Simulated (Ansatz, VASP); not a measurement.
# Two plane-wave programs on AlNi

File INCAR:

```
PREC = Accurate
ENCUT = 520
EDIFF = 1E-6
ISMEAR = 0
SIGMA = 0.15
LREAL = False
LASPH = True
NELM = 60
ALGO = Fast
ISIF = 2
LWAVE = False
LCHARG = False
GGA = PS
NBANDS = 14
```

File KPOINTS:

```
Automatic mesh
0
Gamma
  20 20 20
```

The input POSCAR:

```
AlNi
1.0
    2.0516480084     -2.0516700351      0.0000000000
    2.0516480084      2.0516700351      0.0000000000
    0.0000000000      0.0000000000      2.8694088109
Al Ni
1 1
Direct
    0.0000000000      0.0000000000      0.0000000000
    0.5000000000      0.5000000000      0.5000000000
```

Input for Ansatz:

```yaml
crystal:
  lattice:
    - [2.0516480084, -2.0516700351, 0.0]
    - [2.0516480084, 2.0516700351, 0.0]
    - [0.0, 0.0, 2.8694088109]
  atoms:
    - { symbol: Al, position: [0.0, 0.0, 0.0] }
    - { symbol: Ni, position: [0.5, 0.5, 0.5] }
basis:
  ecutwfc: 420
kpoints:
  mp_grid: { grid: [20, 20, 20] }
hamiltonian:
  xc: pbesol
scf:
  occupations: { method: gaussian, width: 0.15 }
output:
  forces: true
  stress: true
  eigenvalues: true
```

Change from the starting cell: strain +0.015 along x and y, +0.000 along z, atoms carried along.

Alike in both runs: task single point; functional PBEsol; k mesh 20 × 20 × 20; occupations gaussian, width 0.15 eV; no spin polarisation.

|  | VASP | Ansatz |
| --- | --- | --- |
| version | VASP 6.6.1 | Ansatz 0.2.0 |
| potentials or method | VASP PAW PBE potentials, release 64 (Al, Ni) | scalar-relativistic, plane waves, PAW |
| plane-wave cutoff (eV) | 520 | 420 |
| valence electrons in the cell | 13 | 21 |

Ansatz gave:

- gap on the k mesh at the Fermi level (eV): none
- pressure (GPa): -4.8
- largest component of the traceless stress (GPa): 0.54

Question: Which values does VASP return?

Answer: gap on the k mesh at the Fermi level (eV): none; pressure (GPa): -5.0; largest component of the traceless stress (GPa): 0.56.

A gap of «none» marks a metal or a gap that the smearing closes. With one functional, cell and mesh, what is left measures potentials, basis and numerics. The two sets of potentials don't hold the same shells in valence. Ansatz warned: «near_symmetry_operations_not_taken».

Caveats: the PAW data sets were made with another functional, which shifts forces and pressure a little (VASP). Spin polarisation is off, so any magnetic state and its effect on volume and gap are missing.
